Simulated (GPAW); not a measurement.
# ZnS (F-43m) in GPAW: reference runs

Aim: a first look at ZnS with PBEsol, on the cell as given and on a disturbed one.

All numbers are computed with GPAW 26.7.0; they aren't measurements. Logs are shortened: lines on timing, memory, paths and dates and some standing lists are left out, and cuts for length are marked. The log counts tension as positive stress, the text compression.

**The experiment to reproduce.**

From “Electronic, vibrational, and thermodynamic properties of ZnS (zincblende and rocksalt structure)”, 2009, arxiv:0911.5022, for a bulk crystal of ZnS at 19 K: band gap 3.85 eV (direct).

The runs below are set against these values where they give the same quantity.

## 1. The structure

The structure is cubic, space group F-43m (No. 216). The conventional cell has a = 5.404 Å, b = 5.404 Å, c = 5.404 Å, α = 90.00°, β = 90.00°, γ = 90.00°. Zn (site symmetry -43m) has 4 S at 2.34 Å as nearest neighbours. Around S (site symmetry -43m) lie 4 Zn at 2.34 Å.

## 2. Single point, PBEsol

File run.py:

```python
from ase import Atoms
from ase.dft.bandgap import bandgap
from ase.io import write
from ase.units import GPa
from gpaw import GPAW, PW, setup_paths

setup_paths.insert(0, '.')

atoms = Atoms(['Zn', 'S'],
              cell=[[0.0, 2.702, 2.702],
                    [2.702, 0.0, 2.702],
                    [2.702, 2.702, 0.0]],
              scaled_positions=[[0.75, 0.75, 0.75],
                                [0.0, 0.0, 0.0]],
              pbc=True)

calc = GPAW(mode=PW(600),
            xc='PBEsol',
            kpts={'size': (9, 9, 9), 'gamma': True},
            occupations={'name': 'fermi-dirac', 'width': 0.05},
            nbands=18,
            convergence={'density': 1e-05, 'energy': 1e-05},
            maxiter=150,
            txt='gpaw.txt')
atoms.calc = calc
energy = atoms.get_potential_energy()
forces = atoms.get_forces()
stress = atoms.get_stress()
calc.write('gs.gpw')
write('result.traj', atoms)
print(f'Energy: {energy:.6f} eV')
print('Forces (eV/A):')
print(forces.round(4))
print('Stress (GPa):', (stress / GPa).round(3))
print('Fermi level:', round(calc.get_fermi_level(), 4), 'eV')
print(f'Gap: {bandgap(calc)[0]:.4f} eV, direct: {bandgap(calc, direct=True)[0]:.4f} eV')
```

Potentials or basis: PAW data sets generated in the run's folder for this functional, pw.

Launch:

```bash
> gpaw-setup -f PBEsol S Zn
> OMP_NUM_THREADS=1 python run.py
```

gpaw.txt:

```text
__  _  _
 | _ |_)|_||  |
 |__||  | ||/\| - 26.7.0

Input parameters:
  mode=PW(ecut=600.0),
  convergence={'density': 1e-05, 'energy': 1e-05},
  kpts=MonkhorstPack(size=(9, 9, 9), gamma=True),
  maxiter=150,
  nbands=18,
  occupations=Occupations(name='fermi-dirac', width=0.05),
  xc=XC(name='PBEsol')

Diagonalizing LCAO Hamiltonian
Converting LCAO to pw mode

                    Zn

       S

Atoms  # Å, Bohr magnetons
|   | symbol |        x |        y |        z |    initial magnetic moments |
|---|--------|----------|----------|----------|-----------------------------|
| 0 |     Zn | 4.053000 | 4.053000 | 4.053000 | ( 0.0000,  0.0000,  0.0000) |
| 1 |      S | 0.000000 | 0.000000 | 0.000000 | ( 0.0000,  0.0000,  0.0000) |

Unit cell  # Å
| periodic |        x |        y |        z |  lengths |    angles |
|----------|----------|----------|----------|----------|-----------|
|      yes | 0.000000 | 2.702000 | 2.702000 | 3.821205 | 60.000000 |
|      yes | 2.702000 | 0.000000 | 2.702000 | 3.821205 | 60.000000 |
|      yes | 2.702000 | 2.702000 | 0.000000 | 3.821205 | 60.000000 |

Number of symmetries: 24
Symmetry operations  # r_c * U_cc + t_c -> r_c
|    | kind |            matrix            |
|----|------|------------------------------|
|  0 |  E   |  1, 0, 0,  0, 1, 0,  0, 0, 1 |
|  1 |  σ   |  1, 0, 0,  0, 0, 1,  0, 1, 0 |
|  2 |  σ   |  1, 0,-1,  0, 1,-1,  0, 0,-1 |
|  3 |  C3  |  1, 0,-1,  0, 0,-1,  0, 1,-1 |
|  4 |  C3  |  1,-1, 0,  0,-1, 1,  0,-1, 0 |
|  5 |  σ   |  1,-1, 0,  0,-1, 0,  0,-1, 1 |
|  6 |  σ   |  0, 1, 0,  1, 0, 0,  0, 0, 1 |
|  7 |  C3  |  0, 1, 0,  0, 0, 1,  1, 0, 0 |
|  8 |  C2  |  0, 1,-1,  1, 0,-1,  0, 0,-1 |
|  9 |  S4  |  0, 1,-1,  0, 0,-1,  1, 0,-1 |
| 10 |  C3  |  0, 0, 1,  1, 0, 0,  0, 1, 0 |
| 11 |  σ   |  0, 0, 1,  0, 1, 0,  1, 0, 0 |
| 12 |  S4  |  0, 0,-1,  1, 0,-1,  0, 1,-1 |
| 13 |  C3  |  0, 0,-1,  0, 1,-1,  1, 0,-1 |
| 14 |  S4  |  0,-1, 1,  1,-1, 0,  0,-1, 0 |
| 15 |  C2  |  0,-1, 1,  0,-1, 0,  1,-1, 0 |
| 16 |  C3  |  0,-1, 0,  1,-1, 0,  0,-1, 1 |
| 17 |  S4  |  0,-1, 0,  0,-1, 1,  1,-1, 0 |
| 18 |  S4  | -1, 1, 0, -1, 0, 1, -1, 0, 0 |
| 19 |  C3  | -1, 1, 0, -1, 0, 0, -1, 0, 1 |
| 20 |  C3  | -1, 0, 1, -1, 1, 0, -1, 0, 0 |
| 21 |  S4  | -1, 0, 1, -1, 0, 0, -1, 1, 0 |
| 22 |  σ   | -1, 0, 0, -1, 1, 0, -1, 0, 1 |
| 23 |  C2  | -1, 0, 0, -1, 0, 1, -1, 1, 0 |

BZ-sampling:
  Number of BZ points: 729
  Number of IBZ points: 35

  Monkhorst-Pack size: [9, 9, 9]
  Monkhorst-Pack shift: [0, 0, 0]

K-points  # in reciprocal-cell coordinates
|     |                                coordinates |     weight |
|-----|--------------------------------------------|------------|
|   0 | (  0.00000000,   0.00000000,   0.00000000) | 0.00137174 |
|   1 | (  0.11111111,   0.11111111,   0.00000000) | 0.00823045 |
|   2 | (  0.11111111,   0.11111111,   0.11111111) | 0.01097394 |
|   3 | (  0.22222222,   0.11111111,   0.11111111) | 0.01646091 |
|   4 | (  0.22222222,   0.22222222,   0.00000000) | 0.00823045 |
|   5 | (  0.22222222,   0.22222222,   0.11111111) | 0.03292181 |
|   6 | (  0.22222222,   0.22222222,   0.22222222) | 0.01097394 |
|   7 | (  0.33333333,   0.22222222,   0.11111111) | 0.03292181 |
|   8 | (  0.33333333,   0.22222222,   0.22222222) | 0.03292181 |
|   9 | (  0.33333333,   0.33333333,  -0.33333333) | 0.01646091 |
| ... |                                            |            |
|  34 | (  0.44444444,   0.44444444,   0.44444444) | 0.01097394 |

Plane wave coefficients: 1363
Cutoff: 600.0 eV

Spin-components: 1 (collinear spins)
Bands:           18
Projectors:      11
Spin-degeneracy: 2
Datatype:        complex128

Parallelization:
  kpt:    1
  domain: 1
  band:   1

Density:
  Valence electrons: 18.0
  Components: 1
  Grid points: [24 24 24]
  Charge: 0.0  # |e|

Potential:
  Grid points: [24 24 24]

species:
  Zn:
    name:    Zinc
    Z:       30.0
    valence: 12
    core:    18
    charge:  0.0  # [|e|]
    compensation charges:
      type: gauss
      rc: 0.37  # [Å]
      lmax: 2
    cutoffs:
      filter: 2.14  # [Å]
      core: 2.28  # [Å]
    projectors
    | kind |    occ | energy [eV] | rcut [Å] |
    |------|--------|-------------|----------|
    |   4s |  2.000 |      -5.996 |    1.286 |
    |   4p |  0.000 |      -1.076 |    1.270 |
    |   3d | 10.000 |     -10.170 |    1.180 |
    |    s |        |      21.215 |    1.286 |
    |    p |        |      26.135 |    1.270 |
    |    d |        |      17.041 |    1.180 |

    Using partial waves for Zn as LCAO basis

  S:
    name:    Sulfur
    Z:       16.0
    valence: 6
    core:    10
    charge:  0.0  # [|e|]
    compensation charges:
      type: gauss
      rc: 0.24  # [Å]
      lmax: 2
    cutoffs:
      filter: 1.77  # [Å]
      core: 1.66  # [Å]
    projectors
    | kind |    occ | energy [eV] | rcut [Å] |
    |------|--------|-------------|----------|
    |   3s |  2.000 |     -17.192 |    0.974 |
    |   3p |  4.000 |      -6.978 |    0.979 |
    |    s |        |      10.020 |    0.974 |
    |    p |        |      20.234 |    0.979 |
    |    d |        |       0.000 |    0.900 |

    Using partial waves for S as LCAO basis

Reference energy: -59662.944940  # eV

eigensolver:
  PPCG
  Converge bands: occupied
  niter=2

density mixing:
  MSR1-Mixer
  Pratt-step length: 0.05
  Maximum mixing coefficient: 0.75
  Old densities: 10
  SVD Regularization: 0.005
  Good broyden scale: 1.0
  Trust region scale: 1.0
  Backstep threshold: 4.0
  History deletion threshold: 6.0
  Fourier metric: weight=20.0, sigma=0.015

occupation numbers:
  Fermi-Dirac:
    width: 0.0500  # eV

poisson solver:
  ecut: 4800.0  # eV

xc functional:
  name: PBEsol with 2 nearest neighbor stencil

convergence criteria:
[... 6 lines left out ...]
|iter     | |      energy | eigst |  dens |
|---------|-|-------------|-------|-------|
|iter:   1| |   -8.004421 | -0.10 |       |
|iter:   2| |   -7.922603 | -1.82 | -1.20 |
|iter:   3| |   -7.655541 | -1.56 | -1.25 |
|iter:   4| |   -7.654401 | -2.75 | -1.80 |
|iter:   5| |   -7.655347 | -3.87 | -2.26 |
|iter:   6| |   -7.655354 | -4.83 | -3.21 |
|iter:   7| |   -7.655371c| -5.87 | -3.60 |
|iter:   8| |   -7.655375c| -6.06 | -3.99 |
|iter:   9| |   -7.655375c| -8.66c| -5.05c|

Converged in 9 steps
Energy contributions relative to reference atoms: (reference = -59662.944940)

Energy contributions:
  Kinetic:           8.090107
  Coulomb:          -6.855166
  Zero:              0.045476
  External:          0.000000
  Xc:               -8.935792
  Entropy:          -0.000000
  Spinorbit:         0.000000
  ----------------------------
  Free energy:      -7.655375
  Extrapolated:     -7.655375

dipole moment: (-14.573498, -14.573498, -14.573498)  # |e|*Ang

Fermi level: 4.597
Eigenvalues  # (at kpt = [0.000, 0.000, 0.000])
| band index |      eig [eV] | occ [0-2] |
|------------|---------------|-----------|
|          0 |        -9.501 |     2.000 |
|          1 |        -2.706 |     2.000 |
|          2 |        -2.706 |     2.000 |
|          3 |        -2.706 |     2.000 |
|          4 |        -2.213 |     2.000 |
|          5 |        -2.213 |     2.000 |
|          6 |         3.649 |     2.000 |
|          7 |         3.649 |     2.000 |
|          8 |         3.649 |     2.000 |
|          9 |         5.617 |     0.000 |
|         10 |         9.923 |     0.000 |
|         11 |         9.923 |     0.000 |
|         12 |         9.923 |     0.000 |
|         13 |        15.214 |     0.000 |
|         14 |        15.214 |     0.000 |
|         15 |        15.313 |     0.000 |
|         16 |        18.002 |     0.000 |
|         17 |        18.002 |     0.000 |

Gap: 1.968 eV
Transition (v -> c):
  (s=0, k=0, n=8, [0.00, 0.00, 0.00]) -> (s=0, k=0, n=9, [0.00, 0.00, 0.00])
No difference between direct/indirect transitions

Forces  # eV/Ang
|       x |        y |        z |
|---------|----------|----------|
| 0.00000 |  0.00000 | -0.00000 |  # Zn   0
| 0.00000 | -0.00000 |  0.00000 |  # S    1

Stress tensor  # eV/Ang^3
|         x |        y |         z |
|-----------|----------|-----------|
|  0.012423 | 0.000000 | -0.000000 |
|  0.000000 | 0.012423 |  0.000000 |
| -0.000000 | 0.000000 |  0.012423 |

# Writing to gs.gpw (mode='')
```

It took 17 s on 1 thread of AMD EPYC 7R43 (Zen 3), shared host; peak memory 0.16 GiB.

Results:

| Quantity | Value |
| --- | --- |
| Free energy | -7.6554 eV |
| Pressure | -2.0 GPa |
| Band gap on the k mesh | 1.97 eV, direct |

## 3. Single point, PBEsol (atoms moved at random, drawn with an rms of 0.05 Å)

run.py, as its differences from that of step 2:

```diff
@@ -12,4 +12,4 @@
                     [2.702, 2.702, 0.0]],
-              scaled_positions=[[0.75, 0.75, 0.75],
-                                [0.0, 0.0, 0.0]],
+              scaled_positions=[[0.739719, 0.743732, 0.747796],
+                                [-0.009039, 0.011854, -0.011851]],
               pbc=True)
```

Potentials or basis: PAW data sets generated in the run's folder for this functional, pw.

Launch:

```bash
> gpaw-setup -f PBEsol S Zn
> OMP_NUM_THREADS=1 python run.py
```

gpaw.txt:

```text
__  _  _
 | _ |_)|_||  |
 |__||  | ||/\| - 26.7.0

Input parameters:
  mode=PW(ecut=600.0),
  convergence={'density': 1e-05, 'energy': 1e-05},
  kpts=MonkhorstPack(size=(9, 9, 9), gamma=True),
  maxiter=150,
  nbands=18,
  occupations=Occupations(name='fermi-dirac', width=0.05),
  xc=XC(name='PBEsol')

Diagonalizing LCAO Hamiltonian
Converting LCAO to pw mode

                    Zn

       S

Atoms  # Å, Bohr magnetons
|   | symbol |        x |         y |        z |    initial magnetic moments |
|---|--------|----------|-----------|----------|-----------------------------|
| 0 |     Zn | 4.030109 |  4.019266 | 4.008285 | ( 0.0000,  0.0000,  0.0000) |
| 1 |      S | 0.000008 | -0.056445 | 0.007606 | ( 0.0000,  0.0000,  0.0000) |

Unit cell  # Å
| periodic |        x |        y |        z |  lengths |    angles |
|----------|----------|----------|----------|----------|-----------|
|      yes | 0.000000 | 2.702000 | 2.702000 | 3.821205 | 60.000000 |
|      yes | 2.702000 | 0.000000 | 2.702000 | 3.821205 | 60.000000 |
|      yes | 2.702000 | 2.702000 | 0.000000 | 3.821205 | 60.000000 |

Number of symmetries: 1
Symmetry operations  # r_c * U_cc + t_c -> r_c
|   | kind |            matrix            |
|---|------|------------------------------|
| 0 |  E   |  1, 0, 0,  0, 1, 0,  0, 0, 1 |

BZ-sampling:
  Number of BZ points: 729
  Number of IBZ points: 365

  Monkhorst-Pack size: [9, 9, 9]
  Monkhorst-Pack shift: [0, 0, 0]

K-points  # in reciprocal-cell coordinates
|     |                                coordinates |     weight |
|-----|--------------------------------------------|------------|
|   0 | (  0.00000000,   0.00000000,   0.00000000) | 0.00137174 |
|   1 | (  0.00000000,   0.00000000,   0.11111111) | 0.00274348 |
|   2 | (  0.00000000,   0.00000000,   0.22222222) | 0.00274348 |
|   3 | (  0.00000000,   0.00000000,   0.33333333) | 0.00274348 |
|   4 | (  0.00000000,   0.00000000,   0.44444444) | 0.00274348 |
|   5 | (  0.00000000,   0.11111111,  -0.44444444) | 0.00274348 |
|   6 | (  0.00000000,   0.11111111,  -0.33333333) | 0.00274348 |
|   7 | (  0.00000000,   0.11111111,  -0.22222222) | 0.00274348 |
|   8 | (  0.00000000,   0.11111111,  -0.11111111) | 0.00274348 |
|   9 | (  0.00000000,   0.11111111,   0.00000000) | 0.00274348 |
| ... |                                            |            |
| 364 | (  0.44444444,   0.44444444,   0.44444444) | 0.00274348 |

Plane wave coefficients: 1363
Cutoff: 600.0 eV

Spin-components: 1 (collinear spins)
Bands:           18
Projectors:      11
Spin-degeneracy: 2
Datatype:        complex128

Parallelization:
  kpt:    1
  domain: 1
  band:   1

Density:
  Valence electrons: 18.0
  Components: 1
  Grid points: [24 24 24]
  Charge: 0.0  # |e|

Potential:
  Grid points: [24 24 24]

species:
  Zn:
    name:    Zinc
    Z:       30.0
    valence: 12
    core:    18
    charge:  0.0  # [|e|]
    compensation charges:
      type: gauss
      rc: 0.37  # [Å]
      lmax: 2
    cutoffs:
      filter: 2.14  # [Å]
      core: 2.28  # [Å]
    projectors
    | kind |    occ | energy [eV] | rcut [Å] |
    |------|--------|-------------|----------|
    |   4s |  2.000 |      -5.996 |    1.286 |
    |   4p |  0.000 |      -1.076 |    1.270 |
    |   3d | 10.000 |     -10.170 |    1.180 |
    |    s |        |      21.215 |    1.286 |
    |    p |        |      26.135 |    1.270 |
    |    d |        |      17.041 |    1.180 |

    Using partial waves for Zn as LCAO basis

  S:
    name:    Sulfur
    Z:       16.0
    valence: 6
    core:    10
    charge:  0.0  # [|e|]
    compensation charges:
      type: gauss
      rc: 0.24  # [Å]
      lmax: 2
    cutoffs:
      filter: 1.77  # [Å]
      core: 1.66  # [Å]
    projectors
    | kind |    occ | energy [eV] | rcut [Å] |
    |------|--------|-------------|----------|
    |   3s |  2.000 |     -17.192 |    0.974 |
    |   3p |  4.000 |      -6.978 |    0.979 |
    |    s |        |      10.020 |    0.974 |
    |    p |        |      20.234 |    0.979 |
    |    d |        |       0.000 |    0.900 |

    Using partial waves for S as LCAO basis

Reference energy: -59662.944940  # eV

eigensolver:
  PPCG
  Converge bands: occupied
  niter=2

density mixing:
  MSR1-Mixer
  Pratt-step length: 0.05
  Maximum mixing coefficient: 0.75
  Old densities: 10
  SVD Regularization: 0.005
  Good broyden scale: 1.0
  Trust region scale: 1.0
  Backstep threshold: 4.0
  History deletion threshold: 6.0
  Fourier metric: weight=20.0, sigma=0.015

occupation numbers:
  Fermi-Dirac:
    width: 0.0500  # eV

poisson solver:
  ecut: 4800.0  # eV

xc functional:
  name: PBEsol with 2 nearest neighbor stencil

convergence criteria:
[... 6 lines left out ...]
|iter     | |      energy | eigst |  dens |
|---------|-|-------------|-------|-------|
|iter:   1| |   -7.994907 | -0.09 |       |
|iter:   2| |   -7.912749 | -1.82 | -1.20 |
|iter:   3| |   -7.644167 | -1.56 | -1.25 |
|iter:   4| |   -7.643024 | -2.75 | -1.80 |
|iter:   5| |   -7.643975 | -3.87 | -2.26 |
|iter:   6| |   -7.643985 | -4.85 | -3.22 |
|iter:   7| |   -7.644002c| -5.90 | -3.60 |
|iter:   8| |   -7.644006c| -6.07 | -4.00 |
|iter:   9| |   -7.644006c| -8.63c| -5.04c|

Converged in 9 steps
Energy contributions relative to reference atoms: (reference = -59662.944940)

Energy contributions:
  Kinetic:           8.176675
  Coulomb:          -6.920652
  Zero:              0.045020
  External:          0.000000
  Xc:               -8.945049
  Entropy:          -0.000000
  Spinorbit:         0.000000
  ----------------------------
  Free energy:      -7.644006
  Extrapolated:     -7.644006

dipole moment: (2.635388, 19.156296, 2.650467)  # |e|*Ang

Fermi level: 4.606
Eigenvalues  # (at kpt = [0.000, 0.000, 0.000])
| band index |      eig [eV] | occ [0-2] |
|------------|---------------|-----------|
|          0 |        -9.505 |     2.000 |
|          1 |        -2.762 |     2.000 |
|          2 |        -2.702 |     2.000 |
|          3 |        -2.674 |     2.000 |
|          4 |        -2.220 |     2.000 |
|          5 |        -2.220 |     2.000 |
[... 10 lines left out ...]
|         16 |        17.892 |     0.000 |
|         17 |        17.980 |     0.000 |

Gap: 1.927 eV
Transition (v -> c):
  (s=0, k=0, n=8, [0.00, 0.00, 0.00]) -> (s=0, k=0, n=9, [0.00, 0.00, 0.00])
No difference between direct/indirect transitions

Forces  # eV/Ang
|        x |        y |        z |
|----------|----------|----------|
|  0.15852 | -0.15766 |  0.30965 |  # Zn   0
| -0.15851 |  0.15765 | -0.30963 |  # S    1

Stress tensor  # eV/Ang^3
|         x |        y |         z |
|-----------|----------|-----------|
|  0.011444 | 0.007244 | -0.003676 |
|  0.007244 | 0.011442 |  0.003696 |
| -0.003676 | 0.003696 |  0.011889 |

# Writing to gs.gpw (mode='')
```

Wall time 2.1 min (1 thread of AMD EPYC 7R43 (Zen 3), shared host); peak memory 0.39 GiB.

What came out:

| Property | Result |
| --- | --- |
| Free energy | -7.6440 eV |
| Pressure | -1.9 GPa |
| Largest force | 0.382 eV/Å |
| Band gap on the k mesh | 1.93 eV, direct |

Forces on the atoms (eV/Å):
```
Zn   0.159 -0.158  0.310
S   -0.159  0.158 -0.310
```

Stress tensor (GPa, compression positive):
```
-1.83 -1.16  0.59
-1.16 -1.83 -0.59
 0.59 -0.59 -1.90
```

Levels at points of the mesh, in eV from the valence-band top:
```csv
k point,band 6,band 7,band 8,band 9,band 10,band 11,band 12,band 13
"(0.00, 0.00, 0.00)",-5.91,-0.11,-0.03,0.00,1.93,6.21,6.22,6.28
```

## 4. Comparison with measurements

Step 2. Against the measured gap of ZnS, 3.85 eV (direct; 19 K; quoted in “Electronic, vibrational, and thermodynamic properties of ZnS (zincblende and rocksalt structure)”, 2009, arxiv:0911.5022), the calculated 1.97 eV is off by -1.88 eV. The value is that of PBEsol, without temperature or zero-point motion. Semilocal functionals fall short of measured gaps as a rule.
